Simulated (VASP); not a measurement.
The cell holds one Sb2Te3 (tetradymite) bilayer, with vacuum along c. Ionisation potential and electron affinity count from the cell's own band edges, surface states included.

Input:

```xyz
10
Lattice="4.2573 0.0000 0.0000 -2.1287 3.6870 0.0000 0.0000 0.0000 33.0599" Properties=species:S:1:pos:R:3 pbc="T T T"
Sb     0.0000     2.4580     9.5522
Sb    -2.1287     3.6870    13.4898
Sb     0.0000     0.0000    19.5701
Sb     2.1287     1.2290    23.5078
Te    -2.1287     3.6870     7.8422
Te     2.1287     1.2290    11.5202
Te     2.1287     1.2290    17.8466
Te     0.0000     2.4580    15.2134
Te     0.0000     2.4580    21.5398
Te     4.2573     0.0000    25.2177
```

Computed with PBE GGA with D3 dispersion (Becke-Johnson damping), VASP's PBE PAW potentials (set 64) (plane waves; VASP). Settings: 400 eV cut-off, 12×12×1 Γ-centred mesh, Gaussian smearing of 0.050 eV, potentials Sb Te.

Unless said otherwise, spin-orbit coupling is left out, though it shifts the bands of the heavy elements here.

The energy to cut it from the bulk, per area is 30.4 meV/Å², the ionisation potential comes out as 4.70 eV and the electron affinity comes out as 4.29 eV. The band gap (on the k-mesh) is 0.40 eV.

The cell is a sheet with vacuum, built from Sb2Te3 (tetradymite).
